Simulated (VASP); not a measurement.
# Si (Fd-3m) in VASP: single point with LDA

Aim: the single point of Si with LDA.

All numbers are computed with VASP 6.6.1; they aren't measurements. Logs are shortened: lines on timing, memory, paths and dates and some standing lists are left out, and cuts for length are marked.

### Step 1. The structure

Symmetry: Fd-3m, No. 227, cubic system. Conventional cell: a = 5.403 Å, b = 5.403 Å, c = 5.403 Å, α = 90.00°, β = 90.00°, γ = 90.00°. Si (site symmetry -43m) is surrounded by 4 Si at 2.34 Å.

The cell was built by a generator and needn't be a form met in nature.

### Step 2. Single point, LDA

File INCAR:

```
PREC = Accurate
ENCUT = 300
EDIFF = 1E-6
ISMEAR = -1
SIGMA = 0.05
LREAL = F
LASPH = T
NELM = 60
ALGO = Normal
ISIF = 2
LWAVE = F
LCHARG = F
```

File KPOINTS:

```
Automatic mesh
0
Gamma
  2 2 2
```

File POSCAR:

```
Si
1.0
   10.8060000000      0.0000000000      0.0000000000
    0.0000000000     10.8060000000      0.0000000000
    0.0000000000      0.0000000000     10.8060000000
Si
64
Direct
    0.5000000000      0.0000000000      0.0000000000
    0.7500000000      0.2500000000      0.0000000000
    0.7500000000      0.0000000000      0.2500000000
    0.0000000000      0.0000000000      0.0000000000
    0.2500000000      0.2500000000      0.0000000000
    0.5000000000      0.5000000000      0.0000000000
    0.7500000000      0.7500000000      0.0000000000
    0.2500000000      0.0000000000      0.2500000000
    0.5000000000      0.2500000000      0.2500000000
    0.7500000000      0.5000000000      0.2500000000
    0.5000000000      0.0000000000      0.5000000000
    0.7500000000      0.2500000000      0.5000000000
    0.7500000000      0.0000000000      0.7500000000
    0.0000000000      0.5000000000      0.0000000000
    0.2500000000      0.7500000000      0.0000000000
    0.0000000000      0.2500000000      0.2500000000
    0.2500000000      0.5000000000      0.2500000000
    0.5000000000      0.7500000000      0.2500000000
    0.0000000000      0.0000000000      0.5000000000
    0.2500000000      0.2500000000      0.5000000000
    0.5000000000      0.5000000000      0.5000000000
    0.7500000000      0.7500000000      0.5000000000
    0.2500000000      0.0000000000      0.7500000000
    0.5000000000      0.2500000000      0.7500000000
    0.7500000000      0.5000000000      0.7500000000
    0.0000000000      0.7500000000      0.2500000000
    0.0000000000      0.5000000000      0.5000000000
    0.2500000000      0.7500000000      0.5000000000
    0.0000000000      0.2500000000      0.7500000000
    0.2500000000      0.5000000000      0.7500000000
    0.5000000000      0.7500000000      0.7500000000
    0.0000000000      0.7500000000      0.7500000000
    0.6250000000      0.1250000000      0.1250000000
    0.8750000000      0.3750000000      0.1250000000
    0.8750000000      0.1250000000      0.3750000000
    0.1250000000      0.1250000000      0.1250000000
    0.3750000000      0.3750000000      0.1250000000
    0.6250000000      0.6250000000      0.1250000000
    0.8750000000      0.8750000000      0.1250000000
    0.3750000000      0.1250000000      0.3750000000
    0.6250000000      0.3750000000      0.3750000000
    0.8750000000      0.6250000000      0.3750000000
    0.6250000000      0.1250000000      0.6250000000
    0.8750000000      0.3750000000      0.6250000000
    0.8750000000      0.1250000000      0.8750000000
    0.1250000000      0.6250000000      0.1250000000
    0.3750000000      0.8750000000      0.1250000000
    0.1250000000      0.3750000000      0.3750000000
    0.3750000000      0.6250000000      0.3750000000
    0.6250000000      0.8750000000      0.3750000000
    0.1250000000      0.1250000000      0.6250000000
    0.3750000000      0.3750000000      0.6250000000
    0.6250000000      0.6250000000      0.6250000000
    0.8750000000      0.8750000000      0.6250000000
    0.3750000000      0.1250000000      0.8750000000
    0.6250000000      0.3750000000      0.8750000000
    0.8750000000      0.6250000000      0.8750000000
    0.1250000000      0.8750000000      0.3750000000
    0.1250000000      0.6250000000      0.6250000000
    0.3750000000      0.8750000000      0.6250000000
    0.1250000000      0.3750000000      0.8750000000
    0.3750000000      0.6250000000      0.8750000000
    0.6250000000      0.8750000000      0.8750000000
    0.1250000000      0.8750000000      0.8750000000
```

Potentials or basis: VASP PAW LDA potentials, release 64 (Si).

Command:

```
$ cat potpaw_LDA.64/Si/POTCAR > POTCAR
$ mpirun -np 1 vasp_std > vasp.out
```

OUTCAR:

```text
PREC = Accurate
   ENCUT = 300
   EDIFF = 1E-6
   ISMEAR = -1
   LREAL = F
   LASPH = T
   NELM = 60
   ISIF = 2

 ion  position               nearest neighbor table
   1  0.500  0.000  0.000-  33 2.34  47 2.34  55 2.34  63 2.34
   2  0.750  0.250  0.000-  33 2.34  34 2.34  45 2.34  56 2.34
   3  0.750  0.000  0.250-  33 2.34  35 2.34  39 2.34  50 2.34
   4  0.000  0.000  0.000-  36 2.34  39 2.34  45 2.34  64 2.34
   5  0.250  0.250  0.000-  36 2.34  37 2.34  55 2.34  61 2.34
   6  0.500  0.500  0.000-  37 2.34  38 2.34  56 2.34  62 2.34
[... 56 lines left out ...]
  63  0.625  0.875  0.875-   1 2.34   7 2.34  13 2.34  31 2.34
  64  0.125  0.875  0.875-   4 2.34  15 2.34  23 2.34  32 2.34

  LATTYP: Found a simple cubic cell.
 ALAT       =    10.8060000000

  Lattice vectors:

 A1 = (  10.8060000000,   0.0000000000,   0.0000000000)
 A2 = (   0.0000000000,  10.8060000000,   0.0000000000)
 A3 = (   0.0000000000,   0.0000000000,  10.8060000000)

Analysis of symmetry for initial positions (statically):
=====================================================================
 Subroutine PRICEL returns following result:

  LATTYP: Found a face centered cubic cell.
 ALAT       =     5.4030000000

  Lattice vectors:

 A1 = (   2.7015000000,  -2.7015000000,   0.0000000000)
 A2 = (   2.7015000000,   0.0000000000,   2.7015000000)
 A3 = (   0.0000000000,  -2.7015000000,   2.7015000000)

  32 primitive cells build up your supercell.

 Routine SETGRP: Setting up the symmetry group for a
 simple cubic supercell.

 Subroutine GETGRP returns: Found 48 space group operations
 (whereof 24 operations were pure point group operations)
 out of a pool of 48 trial point group operations.

The static configuration has the point symmetry T_d .
 The point group associated with its full space group is O_h .

Analysis of symmetry for dynamics (positions and initial velocities):
=====================================================================
 Subroutine PRICEL returns following result:

  LATTYP: Found a face centered cubic cell.
 ALAT       =     5.4030000000

  Lattice vectors:

 A1 = (   2.7015000000,  -2.7015000000,   0.0000000000)
 A2 = (   2.7015000000,   0.0000000000,   2.7015000000)
 A3 = (   0.0000000000,  -2.7015000000,   2.7015000000)

  32 primitive cells build up your supercell.

 Routine SETGRP: Setting up the symmetry group for a
 simple cubic supercell.

 Subroutine GETGRP returns: Found 48 space group operations
 (whereof 24 operations were pure point group operations)
 out of a pool of 48 trial point group operations.

The dynamic configuration has the point symmetry T_d .
 The point group associated with its full space group is O_h .

 Subroutine INISYM returns: Found 48 space group operations
 (whereof 24 operations are pure point group operations),
 and found    32 'primitive' translations

----------------------------------------------------------------------------------------

                                     Primitive cell

  volume of cell :      39.4316

  direct lattice vectors                    reciprocal lattice vectors
     2.701500000 -2.701500000  0.000000000     0.185082362 -0.185082362 -0.185082362
     2.701500000  0.000000000  2.701500000     0.185082362  0.185082362  0.185082362
     0.000000000 -2.701500000  2.701500000    -0.185082362 -0.185082362  0.185082362

  length of vectors
     3.820497939  3.820497939  3.820497939     0.320572054  0.320572054  0.320572054

  position of ions in fractional coordinates (direct lattice)
     1.000000000  0.000000000  0.000000000
     0.750000000  0.750000000  0.750000000

  ion indices of the primitive-cell ions
   primitive index   ion index
                 1           1
                 2          33

----------------------------------------------------------------------------------------

 KPOINTS: Automatic mesh

Automatic generation of k-mesh.
 Grid dimensions read from file:
 generate k-points for:    2    2    2

 Generating k-lattice:

  Cartesian coordinates                     Fractional coordinates (reciprocal lattice)
     0.046270590  0.000000000  0.000000000     0.500000000  0.000000000  0.000000000
     0.000000000  0.046270590  0.000000000     0.000000000  0.500000000  0.000000000
     0.000000000  0.000000000  0.046270590     0.000000000  0.000000000  0.500000000

  Length of vectors
     0.046270590  0.046270590  0.046270590

  Shift w.r.t. Gamma in fractional coordinates (k-lattice)
     0.000000000  0.000000000  0.000000000

 Subroutine IBZKPT returns following result:
 ===========================================

 Found      4 irreducible k-points:

 Following reciprocal coordinates:
            Coordinates               Weight
  0.000000  0.000000  0.000000      1.000000
  0.500000  0.000000  0.000000      3.000000
  0.500000  0.500000  0.000000      3.000000
  0.500000  0.500000  0.500000      1.000000
   k-points           NKPTS =      4   k-points in BZ     NKDIM =      4   number of bands    NBANDS=    161
   number of dos      NEDOS =    301   number of ions     NIONS =     64
   total plane-waves  NPLWV = 262144
   dimension x,y,z NGX =    64 NGY =   64 NGZ =   64
   dimension x,y,z NGXF=   128 NGYF=  128 NGZF=  128
   ions per type =              64
   NGX,Y,Z   is equivalent  to a cutoff of   9.85,  9.85,  9.85 a.u.
   NGXF,Y,Z  is equivalent  to a cutoff of  19.69, 19.69, 19.69 a.u.
 SYSTEM =  unknown system
   PREC   = accura    normal or accurate (medium, high low for compatibility)
   ISTART =      0    job   : 0-new  1-cont  2-samecut
   ICHARG =      2    charge: 1-file 2-atom 10-const
   ISPIN  =      1    spin polarized calculation?
   LNONCOLLINEAR =      F non collinear calculations
   LSORBIT =      F    spin-orbit coupling
   LASPH  =      T    aspherical Exc in radial PAW
   ENCUT  =  300.0 eV  22.05 Ry    4.70 a.u.  15.26 15.26 15.26*2*pi/ulx,y,z
   NELM   =     60;   NELMIN=  2; NELMDL= -5     # of ELM steps
   EDIFF  = 0.1E-05   stopping-criterion for ELM
   LREAL  =      F    real-space projection
   EDIFFG = 0.1E-04   stopping-criterion for IOM
   NSW    =      0    number of steps for IOM
   IBRION =     -1    ionic relax: 0-MD 1-quasi-New 2-CG
   NFREE  =      0    steps in history (QN), initial steepest desc. (CG)
   ISIF   =      2    stress and relaxation
   ISYM   =      2    0-nonsym 1-usesym 2-fastsym
   POTIM  = 0.5000    time-step for ionic-motion
   TEBEG  =    0.0;   TEEND  =   0.0 temperature during run
   PSTRESS=    0.0 pullay stress
   NELECT =     256.0000    total number of electrons
   NUPDOWN=      -1.0000    fix difference up-down
   EMIN   =  10.00;   EMAX   =-10.00  energy-range for DOS
   EFERMI =   0.00;   METHOD = LEGACY
   ISMEAR =    -1;   SIGMA  =   0.05  broadening in eV -4-tet -1-fermi 0-gaus
   EFERMI_NEDOS =   21; number of points for ismear=-14 and -15
   IALGO  =     38    algorithm
   IMIX   =      4    mixing-type and parameters
     AMIX     =   0.40;   BMIX     =  1.00
     AMIX_MAG =   1.60;   BMIX_MAG =  1.00
  volume/ion in A,a.u.               =      19.72       133.05
  Fermi-wavevector in a.u.,A,eV,Ry     =   0.961959  1.817839 12.590354  0.925365
  Thomas-Fermi vector in A             =   2.091376
   LORBIT       =      0    0 simple, 1 ext, 2 COOP (PROOUT), +10 PAW based schemes
   GGA     = CA    functional components
   LHFCALC =     F    Hartree Fock is set to
   AEXX    =    0.0000 exact exchange contribution
   IVDW    =     0    specifies the selected vdW correction
   LEPSILON=     F    determine dielectric tensor
   LRPA    =     F    only Hartree local field effects (RPA)
 non-spin polarized calculation
  energy-cutoff  :      300.00
  volume of cell :     1261.81
 maximum number of plane-waves:     15000
 NGX is ok and might be reduce to    64
   NGX = 31   NGY = 31   NGZ = 31

 number of electron     256.0000167 magnetization

 Free energy of the ion-electron system (eV)
  ---------------------------------------------------
  ext. energy  EPLUGINS =         0.00000000
  ---------------------------------------------------
  free energy    TOTEN  =      -381.02204122 eV

  energy without entropy =     -381.01685314  energy(sigma->0) =     -381.01944718

 E-fermi :   6.1574     XC(G=0):  -9.6629

 val. band max:        5.9335867010   @ k =   0.0000   0.0000   0.0000
 cond. band min:       6.4241843818   @ k =   0.5000   0.0000   0.0000
 fundamental gap:      0.4905976809
 Fermi energy:         6.1573517273

 k-point     1 :       0.0000    0.0000    0.0000
  band No.  band energies     occupation
      1      -6.1336      2.00000
      2      -5.0369      2.00000
      3      -5.0369      2.00000
      4      -5.0369      2.00000
      5      -5.0369      2.00000
      6      -5.0369      2.00000
[... 132 lines left out ...]
    139       6.9629      0.00000
    140       6.9629      0.00000

 k-point     2 :       0.5000    0.0000    0.0000
  band No.  band energies     occupation
      1      -5.8570      2.00000
      2      -5.8570      2.00000
      3      -4.7852      2.00000
      4      -4.7852      2.00000
      5      -4.7852      2.00000
      6      -4.7852      2.00000
[... 132 lines left out ...]
    139       7.8040      0.00000
    140       7.8040      0.00000

 k-point     3 :       0.5000    0.5000    0.0000
  band No.  band energies     occupation
      1      -5.5857      2.00000
      2      -5.5857      2.00000
      3      -5.5857      2.00000
      4      -5.5857      2.00000
      5      -4.5533      2.00000
      6      -4.5533      2.00000
[... 132 lines left out ...]
    139       7.7934      0.00000
    140       7.7934      0.00000

 k-point     4 :       0.5000    0.5000    0.5000
  band No.  band energies     occupation
      1      -5.3224      2.00000
      2      -5.3224      2.00000
      3      -5.3224      2.00000
      4      -5.3224      2.00000
      5      -5.3224      2.00000
      6      -5.3224      2.00000
[... 132 lines left out ...]
    139       7.3436      0.00000
    140       7.3436      0.00000
 [bands above 140 left out]

------------------------ aborting loop because EDIFF is reached ----------------------------------------

  FORCE on cell =-STRESS in cart. coord.  units (eV):
  Direction    XX          YY          ZZ          XY          YZ          ZX
  --------------------------------------------------------------------------------------
  -------------------------------------------------------------------------------------
  Total       -0.8026171     -0.8026171     -0.8026171      0.0000000      0.0000000     -0.0000000
  in kB       -1.0191171     -1.0191171     -1.0191171      0.0000000      0.0000000     -0.0000000
  external PRESSURE =      -1.0191171 kB  Pullay stress =       0.0000000 kB

 VOLUME and BASIS-vectors are now :
 -----------------------------------------------------------------------------
  energy-cutoff  :      300.00
  volume of cell :     1261.81
      direct lattice vectors                 reciprocal lattice vectors
    10.806000000  0.000000000  0.000000000     0.092541181  0.000000000  0.000000000
     0.000000000 10.806000000  0.000000000     0.000000000  0.092541181  0.000000000
     0.000000000  0.000000000 10.806000000     0.000000000  0.000000000  0.092541181

 POSITION                                       TOTAL-FORCE (eV/Angst)
 -----------------------------------------------------------------------------------
      5.40300      0.00000      0.00000        -0.000000      0.000000     -0.000000
      8.10450      2.70150      0.00000        -0.000000      0.000000     -0.000000
      8.10450      0.00000      2.70150        -0.000000      0.000000     -0.000000
      0.00000      0.00000      0.00000        -0.000000      0.000000     -0.000000
      2.70150      2.70150      0.00000        -0.000000      0.000000     -0.000000
      5.40300      5.40300      0.00000        -0.000000     -0.000000     -0.000000
[... 56 lines left out ...]
      6.75375      9.45525      9.45525         0.000000     -0.000000      0.000000
      1.35075      9.45525      9.45525         0.000000      0.000000      0.000000
 -----------------------------------------------------------------------------------
    total drift:                               -0.000000     -0.000000      0.000000

  FREE ENERGIE OF THE ION-ELECTRON SYSTEM (eV)
  ---------------------------------------------------
  free  energy   TOTEN  =      -381.0220412228 eV

  energy  without entropy=     -381.0168531401  energy(sigma->0) =     -381.01944718
```

Wall time 9.8 min (1 thread of AMD EPYC 7R13 (Zen 3), shared host); peak memory 0.51 GiB.

Results:

| Quantity | Value |
| --- | --- |
| Free energy | -381.0220 eV |
| Pressure | -0.1 GPa |
| Band gap on the k mesh | 0.49 eV |

Caveat: the cutoff is under 1.25 times the usual one of these potentials, so pressure, stress and relaxed cells hold a basis-set (Pulay) error. A k mesh can miss the band edges.
